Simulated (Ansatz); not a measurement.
# KF (Carobbiite) (Fm-3m) in Ansatz: reference runs

Aim: a first look at KF (Carobbiite) with PBE, on the cell as given and on a disturbed one, then over a range of volumes.

Everything below comes from runs of Ansatz 0.2.0. Logs are shortened: lines on timing, memory, paths and dates and some standing lists are left out, and cuts for length are marked.

### Step 1. Starting point

Symmetry: Fm-3m, No. 225, cubic system. The conventional cell has a = 5.344 Å, b = 5.344 Å, c = 5.344 Å, α = 90.00°, β = 90.00°, γ = 90.00°. K (site symmetry m-3m) is surrounded by 6 F at 2.67 Å. F (site symmetry m-3m) has 6 K at 2.67 Å as nearest neighbours.

### Step 2. Single point, PBE

The input, input.yaml:

```yaml
crystal:
  lattice:
    - [0.0, 2.67185, 2.67185]
    - [2.67185, 0.0, 2.67185]
    - [2.67185, 2.67185, 0.0]
  atoms:
    - { symbol: K, position: [0.0, 0.0, 0.0] }
    - { symbol: F, position: [0.5, 0.5, 0.5] }
hamiltonian:
  xc: pbe
  pseudopotentials: { kind: paw }
kpoints:
  mp_grid: { grid: [9, 9, 9] }
scf:
  occupations: { method: fermi_dirac, width: 0.05 }
output:
  forces: true
  stress: true
  eigenvalues: true
```

Potentials or basis: Ansatz PAW.

Run with:

```sh
$ ansatz run input.yaml --threads 1 --pin off --max-ram 2560MiB --backend cpu --events-out ev --progress --plain --runs-dir out
```

Standard output:

```text
Warning: RAYON_NUM_THREADS=1 ignored (pool sized by the plan → 1); use --threads N
Engine: ansatz 0.2.0, aarch64-unknown-linux-gnu
Pseudopotentials: kind: paw
Pseudopotential: K, paw, valence charge 9, recommended cutoff 420 eV (normal), K.paw.azcp
Pseudopotential: F, paw, valence charge 7, recommended cutoff 420 eV (normal), F.paw.azcp
Functional definition: PBE
  parameter kappa = 0.804
  parameter beta = 0.06672455060314922
  exchange = pbe_x(kappa = kappa, mu = beta*pi^2/3)
  correlation = pbe_c(beta = beta)
Crystal: 2 atoms, lattice volume = 38.148 Å³
Basis set: ecut = 420 eV, 725 PW (Γ), exchange–correlation on 54×54×54 points (8 copies of the dense FFT grid, shifted against one another)
Bands: 12, of which v1, the nominal top of the filled ones, is band 8 counted from 1 (7 counted from 0)
Symmetry: 48 space group operations
Space group: Fm-3m (ITA 225), of the structure as read, at distance tolerance 3.4e-5 Å
k-points: 35 of 729
Non-local potential: K, projectors of the file, l = 0: 3, l = 1: 2, l = 2: 2
Non-local potential: F, projectors of the file, l = 0: 2, l = 1: 2, l = 2: 1
PAW form: soft (Blöchl's): semilocal exchange-correlation on the pseudo side does not see the compensation charge
PAW one-centre angular grid: K, 110 points (default); XC on 64 Gauss nodes
PAW one-centre angular grid: F, 110 points (default); XC on 64 Gauss nodes
Initial density: superposition of atomic densities (neutral atoms: chi_scale 0, normalization atom), corrected by the library's trained network
Initial wavefunctions: pseudopotential atomic-orbital guess
Functional: x = pbe(κ = 0.804, μ = 0.2195149727645171), c = pbe(β = 0.06672455060314922)
SCF iter   1: F=—  HF=-2348.796049 eV  |F-HF|=—  |Δ(HF+E_count)|=         —  Δρ=6.23e-4  dr2=6.87e-5  ethr=1.77e-3  ⟨swp⟩=5.8  Hψ=2669  notcnv=0
preconditioner: auto → none  [insulator: Δε(μ)=6.179 eV  Ē_g=17.603 eV  σ=0.050 eV  W_gap=1.00  n_scr=14 (ndim 8)  ℏωp=22.5 eV  f_vac=0.122  D(μ)=0.00/eV (n_scr^D=0)  ε∞_Penn≈2.6]
SCF iter   2: F=—  HF=-2348.796021 eV  |F-HF|=—  |Δ(HF+E_count)|=   2.85e-5  Δρ=9.80e-4  dr2=2.80e-4  ethr=4.29e-7  ⟨swp⟩=2.3  Hψ=996  notcnv=0
SCF iter   3: F=—  HF=-2348.795976 eV  |F-HF|=—  |Δ(HF+E_count)|=   4.48e-5  Δρ=4.08e-4  dr2=5.47e-5  ethr=4.29e-7  ⟨swp⟩=2.0  Hψ=665  notcnv=0
SCF iter   4: F=—  HF=-2348.795985 eV  |F-HF|=—  |Δ(HF+E_count)|=   8.56e-6  Δρ=1.10e-4  dr2=1.36e-6  ethr=3.42e-7  ⟨swp⟩=2.0  Hψ=525  notcnv=0
SCF iter   5: F=—  HF=-2348.796006 eV  |F-HF|=—  |Δ(HF+E_count)|=   2.11e-5  Δρ=2.17e-4  dr2=1.39e-5  ethr=8.52e-9  ⟨swp⟩=2.0  Hψ=671  notcnv=0
SCF iter   6: F=—  HF=-2348.796003 eV  |F-HF|=—  |Δ(HF+E_count)|=   2.70e-6  Δρ=1.09e-4  dr2=3.57e-6  ethr=8.52e-9  ⟨swp⟩=2.0  Hψ=665  notcnv=0
SCF iter   7: F=-2348.796002 eV  HF=-2348.796002 eV  |F-HF|=3.09e-8  |Δ(HF+E_count)|=   9.37e-7  Δρ=1.11e-5  dr2=3.71e-8  ethr=6.25e-10  ⟨swp⟩=3.0  Hψ=1605  notcnv=0
SCF 1 converged in 7 iterations: F = -2348.796002 eV  dr2 = 3.71e-8
SCF converged after 7 iterations
Free energy (F): -2348.796002 eV
Harris-Foulkes:  -2348.796002 eV  (|F-HF|=3.09e-8)
Internal energy: -2348.796002 eV  (E = F + TS)
E sigma→0 (E₀):  -2348.796002 eV
Fermi energy:    4.668938 eV
--- Per-component energies (eV) ---
  E_band       = -125.160154
  E_kinetic    = 462.340823
  E_local      = -1111.061678  (includes V_loc(G=0)·N_el)
  E_nonlocal   = 85.950303
  E_hartree    = 400.703308
  E_xc         = -216.472399
  E_vxc        = -269.093703  (∫ρ·V_xc dr)
  E_paw        = -982.196487  (= ΣΔE_a)
  E_vpaw       = -94.709934  (= ΣTr[D̂ρ^β])
  E_aug_tail   = 0.002067  (compensation charges beyond the density's cutoff)
  E_ewald      = -988.061939
  E_smearing   = -0.000000  (= −TS)
  E_closure    = 0.000000  (closes the sum)
  Σ components = -2348.796002   (vs F -2348.796002, Δ=0.00e0)
--- Forces (eV/Å), atoms counted from 1 ---
  atom   1  K     -0.00000000     0.00000000    -0.00000000
  atom   2  F      0.00000000    -0.00000000    -0.00000000
  max |Σ_I F_I| component: 2.04e-29 eV/Å
--- Stress (GPa, compression-positive) ---
        1.381484      -0.000000       0.000000
       -0.000000       1.381484       0.000000
       -0.000000       0.000000       1.381484
  P = ⅓ Tr σ = 1.3815 GPa (13.815 kbar)
--- Band table (eV; the first three rows and the last of 35) ---
  k-point 0: bands = ["-24.6620", "-17.1917", "-7.9125", "-7.9125", "-7.9125", "1.4618", "1.4618", "1.4618", "7.6431", "12.1368", "12.1368", "12.1368"]
  k-point 1: bands = ["-24.6510", "-17.2018", "-7.9452", "-7.9169", "-7.9169", "1.3491", "1.4194", "1.4194", "7.9879", "11.9353", "12.3006", "12.3006"]
  k-point 2: bands = ["-24.6232", "-17.2274", "-8.0272", "-7.9278", "-7.9278", "1.0945", "1.3144", "1.3144", "8.8825", "11.6072", "12.7252", "12.7252"]
  k-point 34: bands = ["-24.5456", "-17.2356", "-8.3067", "-8.2602", "-8.0016", "1.0527", "1.2603", "1.3131", "10.9460", "11.4220", "12.6858", "14.8377"]
```

It took 1.3 s on 1 thread of Arm Neoverse V1, shared host; peak memory 0.27 GiB.

Results:

```
Free energy            : -2348.7960 eV
Pressure               : 1.4 GPa
Band gap on the k mesh : 6.18 eV, direct
```

Caveat: odd divisions of the mesh miss points on the zone boundary, where band edges often lie, so the gap on the mesh can be too wide; the pressure holds a Pulay correction of +0.3 GPa for the finite cutoff. A k mesh can miss the band edges.

### Step 3. Single point, PBE (atoms moved at random, drawn with an rms of 0.05 Å)

input.yaml, as its differences from that of step 2:

```diff
@@ -6,4 +6,4 @@
   atoms:
-    - { symbol: K, position: [0.0, 0.0, 0.0] }
-    - { symbol: F, position: [0.5, 0.5, 0.5] }
+    - { symbol: K, position: [0.005816, -0.013838, 0.004548] }
+    - { symbol: F, position: [0.500554, 0.486736, 0.517219] }
 hamiltonian:
@@ -19 +19,5 @@
   eigenvalues: true
+  write_density: true
+  write_potential: true
+  elf: true
+  volumetric_format: npy
```

Potentials or basis: Ansatz PAW.

Run with:

```sh
$ ansatz run input.yaml --threads 1 --pin off --max-ram 2560MiB --backend cpu --events-out ev --progress --plain --runs-dir out
```

Wall time 23 s (1 thread of Arm Neoverse V1, shared host); peak memory 0.44 GiB.

The run converged. Its results:

| Property | Result |
| --- | --- |
| Free energy | -2348.7946 eV |
| Pressure | 1.4 GPa |
| Largest force | 0.068 eV/Å |
| Band gap on the k mesh | 6.18 eV, direct |

Forces on the atoms (eV/Å):
```
K    0.056  0.031 -0.020
F   -0.056 -0.031  0.020
```

Levels at points of the mesh, in eV from the valence-band top:
| k point | band 5 | band 6 | band 7 | band 8 | band 9 | band 10 | band 11 | band 12 |
| --- | --- | --- | --- | --- | --- | --- | --- | --- |
| (0.00, 0.00, 0.00) | -9.37 | 0.00 | 0.00 | 0.00 | 6.18 | 10.68 | 10.68 | 10.68 |

Caveat: odd divisions of the mesh miss points on the zone boundary, where band edges often lie, so the gap on the mesh can be too wide; the pressure holds a Pulay correction of +0.3 GPa for the finite cutoff. A k mesh can miss the band edges.

### Step 4. Single point, PBE, 17.93 Å³/atom (volume scaled by 0.94)

The input, input.yaml:

```yaml
crystal:
  lattice:
    - [0.0, 2.6173071446, 2.6173071446]
    - [2.6173071446, 0.0, 2.6173071446]
    - [2.6173071446, 2.6173071446, 0.0]
  atoms:
    - { symbol: K, position: [0.0, 0.0, 0.0] }
    - { symbol: F, position: [0.5, 0.5, 0.5] }
hamiltonian:
  xc: pbe
  pseudopotentials: { kind: paw }
kpoints:
  mp_grid: { grid: [9, 9, 9] }
scf:
  occupations: { method: fermi_dirac, width: 0.05 }
output:
  forces: true
  stress: true
  eigenvalues: true
```

Run with:

```sh
$ ansatz run input.yaml --threads 1 --pin off --max-ram 2560MiB --backend cpu --events-out ev --progress --plain --runs-dir out
```

Run time: 1.3 s. Hardware: 1 thread of Arm Neoverse V1, shared host; peak memory 0.27 GiB.

It converged, with:

```
Free energy            : -2348.7592 eV
Pressure               : 3.9 GPa
Band gap on the k mesh : 6.52 eV, direct
```

Caveat: odd divisions of the mesh miss points on the zone boundary, where band edges often lie, so the gap on the mesh can be too wide; the pressure holds a Pulay correction of +0.3 GPa for the finite cutoff.

### Step 5. Single point, PBE, 18.31 Å³/atom (volume scaled by 0.96)

input.yaml, as its differences from that of step 4:

```diff
@@ -2,5 +2,5 @@
   lattice:
-    - [0.0, 2.6173071446, 2.6173071446]
-    - [2.6173071446, 0.0, 2.6173071446]
-    - [2.6173071446, 2.6173071446, 0.0]
+    - [0.0, 2.6357394923, 2.6357394923]
+    - [2.6357394923, 0.0, 2.6357394923]
+    - [2.6357394923, 2.6357394923, 0.0]
   atoms:
```

Run with:

```sh
$ ansatz run input.yaml --threads 1 --pin off --max-ram 2560MiB --backend cpu --events-out ev --progress --plain --runs-dir out
```

It took 1.3 s on 1 thread of Arm Neoverse V1, shared host; peak memory 0.27 GiB.

The run converged. Its results:

| Item | Value |
| --- | --- |
| Free energy | -2348.7755 eV |
| Pressure | 3.0 GPa |
| Band gap on the k mesh | 6.40 eV, direct |

Caveat: odd divisions of the mesh miss points on the zone boundary, where band edges often lie, so the gap on the mesh can be too wide; the pressure holds a Pulay correction of +0.3 GPa for the finite cutoff.

### Step 6. Single point, PBE, 18.69 Å³/atom (volume scaled by 0.98)

input.yaml, as its differences from that of step 5:

```diff
@@ -2,5 +2,5 @@
   lattice:
-    - [0.0, 2.6357394923, 2.6357394923]
-    - [2.6357394923, 0.0, 2.6357394923]
-    - [2.6357394923, 2.6357394923, 0.0]
+    - [0.0, 2.6539175805, 2.6539175805]
+    - [2.6539175805, 0.0, 2.6539175805]
+    - [2.6539175805, 2.6539175805, 0.0]
   atoms:
```

Potentials or basis: Ansatz PAW.

Run with:

```sh
$ ansatz run input.yaml --threads 1 --pin off --max-ram 2560MiB --backend cpu --events-out ev --progress --plain --runs-dir out
```

Run time: 1.3 s. Hardware: 1 thread of Arm Neoverse V1, shared host; peak memory 0.27 GiB.

The run converged. Its results:

- Free energy: -2348.7878 eV
- Pressure: 2.1 GPa
- Band gap on the k mesh: 6.29 eV, direct

Caveat: odd divisions of the mesh miss points on the zone boundary, where band edges often lie, so the gap on the mesh can be too wide; the pressure holds a Pulay correction of +0.3 GPa for the finite cutoff.

### Step 7. Single point, PBE, 19.07 Å³/atom

input.yaml, as its differences from that of step 6:

```diff
@@ -2,5 +2,5 @@
   lattice:
-    - [0.0, 2.6539175805, 2.6539175805]
-    - [2.6539175805, 0.0, 2.6539175805]
-    - [2.6539175805, 2.6539175805, 0.0]
+    - [0.0, 2.67185, 2.67185]
+    - [2.67185, 0.0, 2.67185]
+    - [2.67185, 2.67185, 0.0]
   atoms:
```

Run with:

```sh
$ ansatz run input.yaml --threads 1 --pin off --max-ram 2560MiB --backend cpu --events-out ev --progress --plain --runs-dir out
```

Wall time 1.3 s (1 thread of Arm Neoverse V1, shared host); peak memory 0.27 GiB.

It converged, with:

```yaml
Free_energy: -2348.7960 eV
Pressure: 1.4 GPa
Band_gap_on_the_k_mesh: 6.18 eV, direct
```

Caveat: odd divisions of the mesh miss points on the zone boundary, where band edges often lie, so the gap on the mesh can be too wide; the pressure holds a Pulay correction of +0.3 GPa for the finite cutoff.

### Step 8. Single point, PBE, 19.46 Å³/atom (volume scaled by 1.02)

input.yaml, as its differences from that of step 7:

```diff
@@ -2,5 +2,5 @@
   lattice:
-    - [0.0, 2.67185, 2.67185]
-    - [2.67185, 0.0, 2.67185]
-    - [2.67185, 2.67185, 0.0]
+    - [0.0, 2.6895448865, 2.6895448865]
+    - [2.6895448865, 0.0, 2.6895448865]
+    - [2.6895448865, 2.6895448865, 0.0]
   atoms:
@@ -19 +19,5 @@
   eigenvalues: true
+  write_density: true
+  write_potential: true
+  elf: true
+  volumetric_format: npy
```

Run with:

```sh
$ ansatz run input.yaml --threads 1 --pin off --max-ram 2560MiB --backend cpu --events-out ev --progress --plain --runs-dir out
```

Wall time 1.7 s (1 thread of Arm Neoverse V1, shared host); peak memory 0.28 GiB.

The run converged. Its results:

```yaml
Free_energy: -2348.8010 eV
Pressure: 0.7 GPa
Band_gap_on_the_k_mesh: 6.08 eV, direct
```

Caveat: odd divisions of the mesh miss points on the zone boundary, where band edges often lie, so the gap on the mesh can be too wide; the pressure holds a Pulay correction of +0.3 GPa for the finite cutoff.

### Step 9. Single point, PBE, 19.84 Å³/atom (volume scaled by 1.04)

The input, input.yaml:

```yaml
crystal:
  lattice:
    - [0.0, 2.7070099531, 2.7070099531]
    - [2.7070099531, 0.0, 2.7070099531]
    - [2.7070099531, 2.7070099531, 0.0]
  atoms:
    - { symbol: K, position: [0.0, 0.0, 0.0] }
    - { symbol: F, position: [0.5, 0.5, 0.5] }
hamiltonian:
  xc: pbe
  pseudopotentials: { kind: paw }
kpoints:
  mp_grid: { grid: [9, 9, 9] }
scf:
  occupations: { method: fermi_dirac, width: 0.05 }
output:
  forces: true
  stress: true
  eigenvalues: true
```

Potentials or basis: Ansatz PAW.

Run with:

```sh
$ ansatz run input.yaml --threads 1 --pin off --max-ram 2560MiB --backend cpu --events-out ev --progress --plain --runs-dir out
```

Standard output:

```text
Warning: RAYON_NUM_THREADS=1 ignored (pool sized by the plan → 1); use --threads N
[... 9 set-up lines as earlier in the session ...]
Crystal: 2 atoms, lattice volume = 39.673 Å³
Basis set: ecut = 420 eV, 749 PW (Γ), exchange–correlation on 54×54×54 points (8 copies of the dense FFT grid, shifted against one another)
Bands: 12, of which v1, the nominal top of the filled ones, is band 8 counted from 1 (7 counted from 0)
[... 2 set-up lines as earlier in the session ...]
k-points: 35 of 729
[... 8 set-up lines as earlier in the session ...]
SCF iter   1: F=—  HF=-2348.802940 eV  |F-HF|=—  |Δ(HF+E_count)|=         —  Δρ=6.15e-4  dr2=7.07e-5  ethr=1.77e-3  ⟨swp⟩=5.8  Hψ=2668  notcnv=0
preconditioner: auto → none  [insulator: Δε(μ)=5.978 eV  Ē_g=17.460 eV  σ=0.050 eV  W_gap=1.00  n_scr=14 (ndim 8)  ℏωp=22.1 eV  f_vac=0.141  D(μ)=0.00/eV (n_scr^D=0)  ε∞_Penn≈2.6]
SCF iter   2: F=—  HF=-2348.802920 eV  |F-HF|=—  |Δ(HF+E_count)|=   2.06e-5  Δρ=9.22e-4  dr2=2.58e-4  ethr=4.42e-7  ⟨swp⟩=2.3  Hψ=994  notcnv=0
SCF iter   3: F=—  HF=-2348.802878 eV  |F-HF|=—  |Δ(HF+E_count)|=   4.22e-5  Δρ=3.63e-4  dr2=4.50e-5  ethr=4.42e-7  ⟨swp⟩=2.0  Hψ=665  notcnv=0
SCF iter   4: F=—  HF=-2348.802902 eV  |F-HF|=—  |Δ(HF+E_count)|=   2.48e-5  Δρ=2.10e-4  dr2=1.22e-5  ethr=2.81e-7  ⟨swp⟩=2.0  Hψ=665  notcnv=0
SCF iter   5: F=—  HF=-2348.802903 eV  |F-HF|=—  |Δ(HF+E_count)|=   1.80e-7  Δρ=1.33e-4  dr2=5.17e-6  ethr=7.62e-8  ⟨swp⟩=1.0  Hψ=420  notcnv=0
SCF iter   6: F=—  HF=-2348.802902 eV  |F-HF|=—  |Δ(HF+E_count)|=   8.46e-7  Δρ=6.64e-5  dr2=1.35e-6  ethr=3.23e-8  ⟨swp⟩=1.0  Hψ=420  notcnv=0
SCF iter   7: F=-2348.802901 eV  HF=-2348.802901 eV  |F-HF|=4.60e-8  |Δ(HF+E_count)|=   3.16e-7  Δρ=1.31e-5  dr2=5.40e-8  ethr=6.25e-10  ⟨swp⟩=3.0  Hψ=1509  notcnv=0
SCF 1 converged in 7 iterations: F = -2348.802901 eV  dr2 = 5.40e-8
SCF converged after 7 iterations
Free energy (F): -2348.802901 eV
Harris-Foulkes:  -2348.802901 eV  (|F-HF|=4.60e-8)
Internal energy: -2348.802901 eV  (E = F + TS)
E sigma→0 (E₀):  -2348.802901 eV
Fermi energy:    4.303138 eV
--- Per-component energies (eV) ---
  E_band       = -130.227056
  E_kinetic    = 461.812169
  E_local      = -1131.249713  (includes V_loc(G=0)·N_el)
  E_nonlocal   = 85.894891
  E_hartree    = 408.408993
  E_xc         = -216.317703
  E_vxc        = -268.876159  (∫ρ·V_xc dr)
  E_paw        = -982.125082  (= ΣΔE_a)
  E_vpaw       = -94.621866  (= ΣTr[D̂ρ^β])
  E_aug_tail   = 0.002057  (compensation charges beyond the density's cutoff)
  E_ewald      = -975.228513
  E_smearing   = -0.000000  (= −TS)
  E_closure    = 0.000000  (closes the sum)
  Σ components = -2348.802901   (vs F -2348.802901, Δ=0.00e0)
--- Forces (eV/Å), atoms counted from 1 ---
  atom   1  K     -0.00000000     0.00000000     0.00000000
  atom   2  F      0.00000000    -0.00000000     0.00000000
  max |Σ_I F_I| component: 1.95e-29 eV/Å
--- Stress (GPa, compression-positive) ---
        0.109699      -0.000000       0.000000
        0.000000       0.109699      -0.000000
        0.000000       0.000000       0.109699
  P = ⅓ Tr σ = 0.1097 GPa (1.097 kbar)
--- Band table (eV; the first three rows and the last of 35) ---
  k-point 0: bands = ["-25.0383", "-17.4366", "-8.3156", "-8.3156", "-8.3156", "1.1965", "1.1965", "1.1965", "7.1763", "11.7600", "11.7600", "11.7600"]
  k-point 1: bands = ["-25.0292", "-17.4446", "-8.3457", "-8.3197", "-8.3197", "1.0896", "1.1579", "1.1579", "7.5096", "11.5600", "11.9172", "11.9172"]
  k-point 2: bands = ["-25.0061", "-17.4649", "-8.4211", "-8.3300", "-8.3300", "0.8484", "1.0623", "1.0623", "8.3793", "11.2242", "12.3230", "12.3230"]
  k-point 34: bands = ["-24.9414", "-17.4681", "-8.6637", "-8.6220", "-8.3988", "0.8134", "0.9901", "1.0393", "10.5629", "10.9894", "12.2048", "14.3048"]
```

Wall time 1.3 s (1 thread of Arm Neoverse V1, shared host); peak memory 0.27 GiB.

What came out:

| Quantity | Value |
| --- | --- |
| Free energy | -2348.8029 eV |
| Pressure | 0.1 GPa |
| Band gap on the k mesh | 5.98 eV, direct |

Caveat: odd divisions of the mesh miss points on the zone boundary, where band edges often lie, so the gap on the mesh can be too wide.

### Step 10. Single point, PBE, 20.22 Å³/atom (volume scaled by 1.06)

input.yaml, as its differences from that of step 9:

```diff
@@ -2,5 +2,5 @@
   lattice:
-    - [0.0, 2.7070099531, 2.7070099531]
-    - [2.7070099531, 0.0, 2.7070099531]
-    - [2.7070099531, 2.7070099531, 0.0]
+    - [0.0, 2.7242525196, 2.7242525196]
+    - [2.7242525196, 0.0, 2.7242525196]
+    - [2.7242525196, 2.7242525196, 0.0]
   atoms:
```

Run with:

```sh
$ ansatz run input.yaml --threads 1 --pin off --max-ram 2560MiB --backend cpu --events-out ev --progress --plain --runs-dir out
```

It took 1.3 s on 1 thread of Arm Neoverse V1, shared host; peak memory 0.27 GiB.

The run converged. Its results:

- Free energy: -2348.8021 eV
- Pressure: -0.4 GPa
- Band gap on the k mesh: 5.88 eV, direct

Caveat: odd divisions of the mesh miss points on the zone boundary, where band edges often lie, so the gap on the mesh can be too wide.

### Step 11. Equation of state, PBE

Potentials or basis: Ansatz PAW.

No new run: the results of the series are fitted here.

Results:

```
Equilibrium volume                      : 19.91 Å³/atom
Bulk modulus                            : 29 GPa
Pressure derivative of the bulk modulus : 4.8 (rough: it moves with the points fitted)
```

Energy against volume, from the lowest point:
```csv
volume (Å³/atom),energy (meV/atom)
17.929,21.84
18.311,13.69
18.692,7.57
19.074,3.45
19.455,0.97
19.837,0.00
20.218,0.39
```

### Step 12. Overview

```tsv
task	cell	gap on the mesh (eV)	pressure (GPa)
single point	as given	6.18	1.4
single point	atoms moved at random, drawn with an rms of 0.05 Å	6.18	1.4
equation of state	as given	-	-
```

Alike in all rows: level PBE; potentials or basis Ansatz PAW; no spin polarisation; k mesh 9 × 9 × 9; cutoff (eV) 420; smearing fermi-dirac 0.05 eV.

Caveats: odd divisions of the mesh miss points on the zone boundary, where band edges often lie, so the gap on the mesh can be too wide (some runs).

Total energies depend on the potentials used, so only differences within one code and one set of settings carry meaning.
